**Question**

A crystal of barium titanate is strained in a density functional calculation. The length a is an edge of the almost cubic perovskite unit, while b and c run along face diagonals at right angles to it. The titanium atoms sit slightly off-centre along c, which makes the crystal polar. Negative strain means compression, and all changes refer to the relaxed starting crystal.

BaTiO3 in a 10-atom Amm2 cell (a = 3.995, b = 5.685, c = 5.696 Å), computed with Ansatz 0.2.0 using plane-wave PAW, scalar-relativistic r2SCAN+U (effective U = 4 eV on Ti d), no spin polarisation, a 500 eV cutoff and a 6×4×4 k mesh. At each strain the atoms and the free cell parameters are relaxed within Amm2 symmetry; changes are relative to the relaxed unstrained cell.

| strain kind | strain (%) | cell freedom | energy change (meV/atom) | volume change (%) | a change (%) | b change (%) | c change (%) |
| --- | --- | --- | --- | --- | --- | --- | --- |
| biaxial ab | -6 | length and tilt of c free | 126.7 | -8.16 | -6.00 | -6.00 | 3.94 |
| biaxial ab | -4 | length and tilt of c free | 53.3 | -5.84 | -4.00 | -4.00 | 2.17 |
| biaxial ab | -2 | length and tilt of c free | 12.5 | -3.08 | -2.00 | -2.00 | 0.92 |
| biaxial ab | 2 | length and tilt of c free | 11.0 | 3.29 | 2.00 | 2.00 | -0.72 |
| biaxial ab | 4 | length and tilt of c free | 41.2 | 6.76 | 4.00 | 4.00 | -1.30 |
| biaxial ab | 6 | length and tilt of c free | 86.6 | 10.35 | 6.00 | 6.00 | -1.79 |
| uniaxial a | -6 | lengths b and c free, angles held | 34.6 | 0.81 | -6.00 | 3.17 | 3.94 |
| uniaxial a | -4 | lengths b and c free, angles held | 15.6 | -0.09 | -4.00 | 1.82 | 2.21 |
| uniaxial a | -2 | lengths b and c free, angles held | 3.8 | -0.30 | -2.00 | 0.79 | 0.93 |
| uniaxial a | 2 | lengths b and c free, angles held | 3.5 | 0.60 | 2.00 | -0.65 | -0.73 |
| uniaxial a | 4 | lengths b and c free, angles held | 13.4 | 1.39 | 4.00 | -1.20 | -1.33 |
| uniaxial a | 6 | lengths b and c free, angles held | 28.5 | 2.34 | 6.00 | -1.67 | -1.81 |

(i) Use the uniaxial rows at −2 and +2 % to predict the volume at −6 %, taking the sideways response as proportional to the strain. Compare the result with the table.

(ii) Would the energy have revealed the failure? Explain its physical origin.

(iii) Every relaxation kept the symmetry of the starting crystal. For which uniaxial rows is this most worrying, and why do small residual forces not settle the matter?

**Model answer**

**(i) The prediction.** In linear elasticity, each free length changes by a fixed amount for every per cent of strain along a. The two small-strain rows give these amounts as central slopes:

$$s_b=\frac{-0.65-0.79}{4}=-0.36,\qquad s_c=\frac{-0.73-0.93}{4}=-0.415 .$$

Without their minus signs these are the two Poisson ratios for a pull along a. At −6 % they predict that b grows by 2.16 % and c by 2.49 %. All angles stay at 90°, so the volume relative to the start is the product of the three length factors:

$$\frac{V}{V_0}=0.94\times1.0216\times1.0249\approx0.984 .$$

The prediction is a loss of 1.6 %, but the table has a gain of 0.81 %. The row at −6 % took no part in setting the slopes, so this is a real extrapolation, and it gets even the sign wrong. The product includes the geometry of large strains in full. The error therefore lies in the assumption of constant slopes.

The turn can be followed in the table. Between −4 and −6 %, a loses 2 percentage points, while b gains 1.35 and c gains 1.73. The sideways growth now more than replaces the length lost along a. The smallest volume among the uniaxial rows is at −2 %, and further squeezing makes the crystal larger.

**(ii) The energy and the cause.** The energy is a poor alarm here. If it rose as the square of the strain, the value at −6 % would be nine times the mean of the two values at 2 %, or $9\times(3.8+3.5)/2\approx32.9$ meV per atom. The table gives 34.6, only about 5 % more. A reader who checked only this energy would accept the linear picture just where it fails for the volume. The row at +6 % gives more of a hint, with 28.5 meV per atom against the same 32.9.

The likely cause is the titanium atom. A strained crystal changes not only its outer dimensions but also the positions of the atoms inside. Squeezing a disfavours a shift of titanium along a and favours one in the plane of b and c. A shift along the face diagonal c is made up of equal shifts along two edges of the perovskite unit, and in barium titanate an edge tends to lengthen when titanium moves along it. A larger shift is therefore expected to stretch both diagonals beyond the ordinary sideways bulge. It should stretch c more than b, because it also draws the square face of the perovskite unit into a slight rhombus, longest along the shift.

The cell lengths carry a trace of this shift. If the uniaxially strained crystal lost its polarity and became tetragonal, b and c would be equal. Their difference is 0.011 Å at the start and 0.055 Å at −6 %, and it grows faster at each step of compression. That acceleration matters, because an off-centring effect that grew in proportion to the strain would still leave the slopes constant.

The stresses from the same runs, which are not in the table, support the same reading. Multiplied by the ratio of the strained to the starting cross-section, the stress along a gives the force per starting area. Under uniaxial compression this force rises by 4.9 GPa from −2 to −4 %, but by only 4.0 GPa from −4 to −6 %. Crowding alone would be expected to make the last step harder, as happens in the biaxial rows, whereas here the crystal yields more easily while it spreads sideways.

**(iii) The symmetry trap.** The suspicious rows are uniaxial +4 and +6 %. There c exceeds b by only about 0.003 Å, and with a loose tolerance the structure already counts as nonpolar tetragonal. The space group is still reported as the polar one, because a small remnant of the distortion is enough to keep the label. The original polar shift has weakened, though by less than the lengths suggest, because their difference goes roughly as the square of the shift.

Yet a stretched ferroelectric perovskite normally prefers to polarise along its stretched edge, which here is a. The imposed symmetry includes a mirror plane perpendicular to a, and this forbids such a shift. The force along a on each atom therefore vanishes by symmetry, whether the atom rests in a valley or on a ridge. Small forces show that the relaxation has converged within the allowed shapes, but not that the crystal is stable against the forbidden ones.

These rows may therefore be saddle points. The total energy of each is an upper bound to what a free relaxation at the same strain would reach. Whether the bound is close is unknown, since no run with lower symmetry is available.

**Remarks on the reasoning**

*Compare with the biaxial series.* There b is compressed together with a, and only c may respond. The same constant-slope recipe, with the slope of c taken from the biaxial rows at ±2 %, predicts a volume loss of 9.5 % at −6 %, against 8.16 % in the table. The size is off but the sign is right, because two lengths are forced to shrink. The uniaxial volume is more delicate: it is a small difference between a loss along a and two gains, so a modest bend in the gains can reverse it.

*The energy ranks the two failures the other way round.* At −6 % the biaxial energy lies about 20 % above its own parabola, a much larger miss than in the uniaxial case. With b compressed too, the crystal can spread only along c, and the cost of crowding shows. A quantity that looks harmonic may thus hide a strong internal response that happens to offset the usual stiffening. It is safer to test the very quantity that will be used.

*Does the answer depend on a doubtful tensile row?* The central slopes use the row at +2 %, which could also be affected by the symmetry restriction. Using the row at −2 % alone, and tripling its changes, gives $0.94\times1.0237\times1.0279\approx0.989$. This is still a loss, of about 1 %, so the wrong sign does not come from the tensile row. The starting crystal deserves some caution too, since barium titanate at low temperature is known to polarise along the body diagonal, a direction that this symmetry excludes.

*How firmly is the cause established?* The change of sign, the growing difference between b and c and the easier last step of compression are results of the calculation. That titanium drives them is an argument from the known coupling between polarisation and strain, because the atomic displacements are not given. Ordinary anharmonicity probably plays a part too. In tension b shrinks by less at each further step, but the polar distortion could contribute to that as well: its fading adds to the shrinkage, and at the larger strains little of it is left to fade. The table does not allow the two contributions to be separated.

*What carries over to a neighbouring case?* The question to ask is whether the crystal has an atom that is ready to move off-centre, and whether the strain gives it room. Magnesium oxide has no such tendency, so only the ordinary curvature would remain. In barium titanate the strain at which the volume turns may also depend on the Hubbard term on titanium. That term weakens the bonding with oxygen which favours the off-centre shift, and only one value of it was used.

For practical work, Poisson ratios from strains of 2 % should not be carried to 6 % in such a crystal without a computed volume at the larger strain. Before a tensile row is used as a material property, the titanium atoms should be nudged along the stretched edge and the structure relaxed again without the mirror plane. If they return, the row is stable against that shift; if they move away, the tabulated energy and lengths belong to a state that survives only because the symmetry was imposed.
